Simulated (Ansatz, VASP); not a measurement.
# One calculation of Sb, two programs

```
CELL_PARAMETERS angstrom
2.21512 1.27890 3.74400
-2.21512 1.27890 3.74400
0.00000 -2.55780 3.74400
ATOMIC_POSITIONS crystal
Sb 0.23364 0.23364 0.23364
Sb 0.76636 0.76636 0.76636
```

Change from the starting cell: equal xx and yy strain of +3 %, PAW files.

Alike in both runs: task electric field gradients; functional PBEsol; k mesh 9 × 9 × 9; occupations fermi-dirac, width 0.05 eV; no spin polarisation.

|  | VASP | Ansatz |
| --- | --- | --- |
| version | VASP 6.6.1 | Ansatz 0.2.0 |
| potentials or method | VASP PAW PBE potentials, release 64 (Sb) | PAW with Ansatz's default frozen-core files, scalar-relativistic |
| plane-wave cutoff (eV) | 520 | 420 |
| valence electrons in the cell | 10 | 30 |

```tsv
	VASP	Ansatz	Ansatz less VASP
pressure (GPa)	-2.8	-2.9	-0.12
largest component of the traceless stress (GPa)	0.84	0.88	+0.041
rms of the force components (eV/Å)	0.024	0.047	+0.0229
Vzz of the field gradient on the site that differs most (V/Å²)	-51.4	-54.9	-3.50
```

Atom by atom the forces differ by 0.023 eV/Å (rms over components). The functional is the same, so the differences come from potentials, cutoffs and numerics. The two sets of potentials don't hold the same shells in valence. Ansatz warned: «gradients_without_spin_orbit».

Caveats: the PAW data sets were made with another functional, which shifts forces and pressure a little (VASP).
